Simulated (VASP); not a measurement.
NiO:

```xyz
2
Lattice="0.0000 2.0859 2.0859 2.0859 0.0000 2.0859 2.0859 2.0859 0.0000" Properties=species:S:1:pos:R:3 pbc="T T T"
Ni    0.0000    0.0000    0.0000
O     2.0859    2.0859    2.0859
```

Base run:

| Quantity | Value |
| --- | --- |
| Program | VASP 6.6.1 |
| Functional | TPSS |
| Potentials or basis | VASP PAW PBE potentials, release 64 (Ni, O) |
| Cutoff | 520 eV |
| k mesh | 11 × 11 × 11 |
| Occupations | fermi-dirac, width 0.05 eV |
| Spin | collinear spin, ferromagnetic start |
| Starting moments | [1.0, 0.0] μB |

Its results: pressure 4.5 GPa; net moment 1.95 μB per cell; site moments Ni +1.61; O +0.29 μB.

Q: The run is repeated on the same cell with these changes: functional from TPSS to r2SCAN; further incar settings from ALGO = Normal; EDIFF = 1e-07 to ALGO = Normal; EDIFF = 1e-06; NBANDS = 19. What comes out?

A: Pressure 2.7 GPa; net moment 2.00 μB per cell; site moments Ni +1.69; O +0.28 μB.

Caveats: the PAW data sets were made with another functional, which shifts forces and pressure a little; a cell with one magnetic atom can't hold antiferromagnetic order, which such compounds often take.

Not every run made on this cell is shown here.
